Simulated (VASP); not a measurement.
# V (P6_3/mmc) in VASP: further runs

The runs below take V through single point, with PBE.

Program: VASP 6.6.1. These are calculated values, not measurements. Logs are shortened: lines on timing, memory, paths and dates and some standing lists are left out, and cuts for length are marked.

### Step 1. Starting point

Symmetry: P6_3/mmc, No. 194, hexagonal system. The conventional cell has a = 2.604 Å, b = 2.604 Å, c = 4.723 Å, α = 90.00°, β = 90.00°, γ = 120.00°. Around V (site symmetry -6m2) lie 12 V at 2.60 to 2.80 Å.

This isn't the form of V at room conditions, which is bcc.

### Step 2. Single point, PBE, collinear spin, ferromagnetic start

INCAR reads:

```
  PREC = Accurate
  ENCUT = 280
  EDIFF = 1E-6
  ISMEAR = 0
  SIGMA = 0.1
  LREAL = F
  LASPH = T
  NELM = 100
  ALGO = Normal
  ISIF = 2
  LWAVE = F
  LCHARG = F
  ISPIN = 2
  MAGMOM = 2 2
  LORBIT = 11
  LMAXMIX = 4
  GGA = PE
  ADDGRID = F
```

KPOINTS reads:

```
Automatic mesh
0
Gamma
  15 15 8
```

POSCAR reads:

```
V
1.0
    2.6042941027      0.0000000000      0.0000000000
   -1.3021470513      2.2553848518      0.0000000000
    0.0000000000      0.0000000000      4.7233360000
V
2
Direct
    0.3333333333      0.6666666667      0.2500000000
    0.6666666667      0.3333333333      0.7500000000
```

Potentials or basis: VASP PAW PBE potentials, release 64 (V_sv).

The run is started by

```sh
> cat potpaw_PBE.64/V_sv/POTCAR > POTCAR
> mpirun -np 1 vasp_std > vasp.out
```

OUTCAR:

```text
PREC = Accurate
   ENCUT = 280
   EDIFF = 1E-6
   ISMEAR = 0
   LREAL = F
   LASPH = T
   NELM = 100
   ISIF = 2
   ISPIN = 2
   LORBIT = 11
   GGA = PE

 Found    135 irreducible k-points:

 Following reciprocal coordinates:
            Coordinates               Weight
  0.000000  0.000000  0.000000      1.000000
  0.066667 -0.000000  0.000000      6.000000
  0.133333 -0.000000  0.000000      6.000000
  0.200000 -0.000000  0.000000      6.000000
  0.266667 -0.000000  0.000000      6.000000
  0.333333 -0.000000  0.000000      6.000000
   k-points           NKPTS =    135   k-points in BZ     NKDIM =    135   number of bands    NBANDS=     19
   number of dos      NEDOS =    301   number of ions     NIONS =      2
   total plane-waves  NPLWV =   5488
   dimension x,y,z NGX =    14 NGY =   14 NGZ =   28
   dimension x,y,z NGXF=    28 NGYF=   28 NGZF=   56
   ions per type =               2
   NGX,Y,Z   is equivalent  to a cutoff of   8.94,  8.94,  9.86 a.u.
   NGXF,Y,Z  is equivalent  to a cutoff of  17.87, 17.87, 19.71 a.u.
 SYSTEM =  unknown system
   PREC   = accura    normal or accurate (medium, high low for compatibility)
   ISTART =      0    job   : 0-new  1-cont  2-samecut
   ICHARG =      2    charge: 1-file 2-atom 10-const
   ISPIN  =      2    spin polarized calculation?
   LNONCOLLINEAR =      F non collinear calculations
   LSORBIT =      F    spin-orbit coupling
   LASPH  =      T    aspherical Exc in radial PAW
   ENCUT  =  280.0 eV  20.58 Ry    4.54 a.u.   3.55  3.55  6.44*2*pi/ulx,y,z
   NELM   =    100;   NELMIN=  2; NELMDL= -5     # of ELM steps
   EDIFF  = 0.1E-05   stopping-criterion for ELM
   LREAL  =      F    real-space projection
   EDIFFG = 0.1E-04   stopping-criterion for IOM
   NSW    =      0    number of steps for IOM
   IBRION =     -1    ionic relax: 0-MD 1-quasi-New 2-CG
   NFREE  =      0    steps in history (QN), initial steepest desc. (CG)
   ISIF   =      2    stress and relaxation
   ISYM   =      2    0-nonsym 1-usesym 2-fastsym
   POTIM  = 0.5000    time-step for ionic-motion
   TEBEG  =    0.0;   TEEND  =   0.0 temperature during run
   PSTRESS=    0.0 pullay stress
   NELECT =      26.0000    total number of electrons
   NUPDOWN=      -1.0000    fix difference up-down
   EMIN   =  10.00;   EMAX   =-10.00  energy-range for DOS
   EFERMI =   0.00;   METHOD = LEGACY
   ISMEAR =     0;   SIGMA  =   0.10  broadening in eV -4-tet -1-fermi 0-gaus
   EFERMI_NEDOS =   21; number of points for ismear=-14 and -15
   IALGO  =     38    algorithm
   IMIX   =      4    mixing-type and parameters
     AMIX     =   0.40;   BMIX     =  1.00
     AMIX_MAG =   1.60;   BMIX_MAG =  1.00
  volume/ion in A,a.u.               =      13.87        93.61
  Fermi-wavevector in a.u.,A,eV,Ry     =   1.602062  3.027459 34.920768  2.566604
  Thomas-Fermi vector in A             =   2.698942
   LORBIT       =     11    0 simple, 1 ext, 2 COOP (PROOUT), +10 PAW based schemes
   GGA     = PE    functional components
   LHFCALC =     F    Hartree Fock is set to
   AEXX    =    0.0000 exact exchange contribution
   IVDW    =     0    specifies the selected vdW correction
   LEPSILON=     F    determine dielectric tensor
   LRPA    =     F    only Hartree local field effects (RPA)
 spin polarized calculation
 Gauss-broadening in eV      SIGMA  =   0.10
  energy-cutoff  :      280.00
  volume of cell :       27.74
 maximum number of plane-waves:       313
   NGX =  7   NGY =  7   NGZ = 13

 number of electron      25.9999927 magnetization       0.0008154

 Free energy of the ion-electron system (eV)
  ---------------------------------------------------
  ext. energy  EPLUGINS =         0.00000000
  ---------------------------------------------------
  free energy    TOTEN  =       -17.47586479 eV

  energy without entropy =      -17.45723266  energy(sigma->0) =      -17.46654873

 E-fermi :   9.7035     XC(G=0): -12.7284

 val. band max:        9.6996708159   @ k =   0.0667   0.0667   0.2500
 cond. band min:       9.7053697084   @ k =   0.3333   0.2000   0.3750
 fundamental gap:      0.0056988925
 Fermi energy:         9.7034705646

 spin component 1

 k-point     1 :       0.0000    0.0000    0.0000
  band No.  band energies     occupation
      1     -54.3072      1.00000
      2     -54.2008      1.00000
      3     -28.4219      1.00000
      4     -27.7876      1.00000
      5     -27.6541      1.00000
      6     -27.6541      1.00000
[... 11 lines left out ...]
     18      11.5379      0.00000
     19      12.5787      0.00000
[... 89 lines left out ...]
 k-point     6 :       0.3333   -0.0000    0.0000
  band No.  band energies     occupation
      1     -54.1634      1.00000
      2     -54.1026      1.00000
      3     -28.3057      1.00000
      4     -28.2286      1.00000
      5     -28.1825      1.00000
      6     -27.8264      1.00000
[... 11 lines left out ...]
     18      12.4177      0.00000
     19      12.6789      0.00000

 [... further k-points ...]

 spin component 2

 k-point     1 :       0.0000    0.0000    0.0000
  band No.  band energies     occupation
      1     -54.3069      1.00000
      2     -54.2005      1.00000
      3     -28.4216      1.00000
      4     -27.7873      1.00000
      5     -27.6538      1.00000
      6     -27.6538      1.00000
[... 11 lines left out ...]
     18      11.5381      0.00000
     19      12.5789      0.00000
[... 89 lines left out ...]
 k-point     6 :       0.3333   -0.0000    0.0000
  band No.  band energies     occupation
      1     -54.1631      1.00000
      2     -54.1023      1.00000
      3     -28.3054      1.00000
      4     -28.2283      1.00000
      5     -28.1822      1.00000
      6     -27.8261      1.00000
[... 11 lines left out ...]
     18      12.4180      0.00000
     19      12.6791      0.00000

 [... further k-points ...]
[... 5 lines left out ...]
  --------------------------------------------------------------------------------------
  -------------------------------------------------------------------------------------
  Total       -0.5449271     -0.5449271     -0.8946512     -0.0000000      0.0000000     -0.0000000
  in kB      -31.4694734    -31.4694734    -51.6659971     -0.0000000      0.0000000     -0.0000000
  external PRESSURE =     -38.2016480 kB  Pullay stress =       0.0000000 kB

 VOLUME and BASIS-vectors are now :
 -----------------------------------------------------------------------------
  energy-cutoff  :      280.00
  volume of cell :       27.74
      direct lattice vectors                 reciprocal lattice vectors
     2.604294103  0.000000000  0.000000000     0.383981210  0.221691655  0.000000000
    -1.302147051  2.255384852  0.000000000     0.000000000  0.443383310  0.000000000
     0.000000000  0.000000000  4.723336000     0.000000000  0.000000000  0.211714771

 POSITION                                       TOTAL-FORCE (eV/Angst)
 -----------------------------------------------------------------------------------
     -0.00000      1.50359      1.18083         0.000000     -0.000000      0.000000
      1.30215      0.75179      3.54250        -0.000000      0.000000      0.000000
 -----------------------------------------------------------------------------------
    total drift:                                0.000000     -0.000000      0.000000

  FREE ENERGIE OF THE ION-ELECTRON SYSTEM (eV)
  ---------------------------------------------------
  free  energy   TOTEN  =       -17.4758647936 eV

  energy  without entropy=      -17.4572326605  energy(sigma->0) =      -17.46654873

 total charge

# of ion       s       p       d       tot
------------------------------------------
    1        2.344   6.214   3.072  11.629
    2        2.344   6.214   3.072  11.629
--------------------------------------------------
tot          4.687  12.428   6.143  23.258

 magnetization (x)

# of ion       s       p       d       tot
------------------------------------------
    1        0.000   0.000   0.000   0.000
    2        0.000   0.000   0.000   0.000
--------------------------------------------------
tot          0.000   0.000   0.000   0.000
```

stdout:

```text
POSCAR found type information on POSCAR V
 POSCAR found :  1 types and       2 ions
 scaLAPACK will be used
 LDA part: xc-table for (Slater+PW92), standard interpolation
 POSCAR, INCAR and KPOINTS ok, starting setup
 FFT: planning ... GRIDC
 FFT: planning ... GRID_SOFT
 FFT: planning ... GRID
 WAVECAR not read
 entering main loop
```

Wall time 33 s (1 thread of Intel Xeon Platinum 8488C (Sapphire Rapids), shared host); peak memory 0.15 GiB.

The run converged, but some of its settings lie outside the range that counts as converged, so its numbers aren't taken as properties of the crystal.

Results:

```
Free energy                                           : -17.4759 eV
Band gap on the k mesh                                : none (metal or under the smearing width)
Net moment                                            : 0.00 μB per cell
Valence electrons inside the program's atomic spheres : V 11.63
```

Caveat: the cutoff is under 1.25 times the usual one of these potentials, so pressure, stress and relaxed cells hold a basis-set (Pulay) error.

### Step 3. Single point, PBE, collinear spin, ferromagnetic start

INCAR is that of step 2.

KPOINTS is that of step 2.

POSCAR reads:

```
V
1.0
    2.6042941027      0.0000000000      0.0000000000
   -1.3021470513      2.2553848518      0.0000000000
    0.0000000000      0.0000000000      4.7233360000
V
2
Direct
    0.3610050000      0.6924900000      0.2406650000
    0.6997010000      0.3498080000      0.7667620000
```

Potentials or basis: VASP PAW PBE potentials, release 64 (V_sv).

The run is started by

```sh
> cat potpaw_PBE.64/V_sv/POTCAR > POTCAR
> mpirun -np 1 vasp_std > vasp.out
```

It took 3.2 min on 1 thread of Intel Xeon Platinum 8488C (Sapphire Rapids), shared host; peak memory 0.36 GiB.

These settings aren't checked as converged: the numbers below hold their error.

What came out:

```
Free energy                                           : -17.4041 eV
Largest force                                         : 1.188 eV/Å
Band gap on the k mesh                                : none (metal or under the smearing width)
Net moment                                            : 0.00 μB per cell
Valence electrons inside the program's atomic spheres : V 11.64
```

Caveat: the cutoff is under 1.25 times the usual one of these potentials, so pressure, stress and relaxed cells hold a basis-set (Pulay) error.

### Step 4. For comparison

An earlier run on the cell as given: functional PBE; potentials or basis VASP PAW PBE potentials, release 64 (V_sv); cutoff 520 eV; k mesh 12 × 12 × 6; occupations fermi-dirac, width 0.05 eV; collinear spin, ferromagnetic start; starting moments [2.0, 2.0] μB.

* Pressure: -0.3 GPa
* Band gap on the k mesh: none (metal or under the smearing width)
* Net moment: 0.00 μB per cell
* Valence electrons inside the program's atomic spheres: V 11.63
